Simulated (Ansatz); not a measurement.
# Ti: enthalpy against pressure

Ti, P6_3/mmc, a = 2.936 Å, c = 4.636 Å. Ansatz: r2SCAN, PAW, 500 eV, Γ-centred 18×18×10 mesh on 2 atoms, Gaussian smearing 0.10 eV; no spin polarisation. Cell and atoms are relaxed at each pressure, and no other structure is tried, so the rows at high pressure may lie past a change of phase. y is the enthalpy over the state at zero pressure; there V0 = 17.303 Å³/atom. The pressures are the targets, met within 0.02 GPa.

```tsv
P (GPa)	y (eV/atom)
-3.0	-0.3282
0.0	0.0000
3.0	0.3199
8.0	0.8369
15.0	1.5315
30.0	?
60.0	5.4520
```

Task: Fit y = c1 P + c2 P² + c3 P³ to the other rows, say what c1 and c2 mean, and predict the missing value.

Result: Least squares on the rows shown. y = 0.10793 P − 0.00042438 P² + 2.3342×10⁻⁶ P³. Since dH/dP = V, c1 is V0: 0.10793 eV/GPa × 160.2 = 17.290 Å³ against 17.303; c2 = −V0/(2B0) gives B0 = 127 GPa, where a Birch–Murnaghan fit to the volumes of the same runs (not shown) gives 117 GPa: a cubic over this range folds the higher terms into c2. At P = 30.0 the fit asked for gives 2.9190 eV/atom. The run gave 2.9290 eV/atom, so the fit is 0.0100 eV/atom too low, 0.17 % of the span of the series, against an rms of 0.0004 eV/atom on the fitted rows. With a term in P⁴ added, a fit to the same known rows predicts 2.9325 eV/atom, so most of the miss is curvature that the known rows already hold.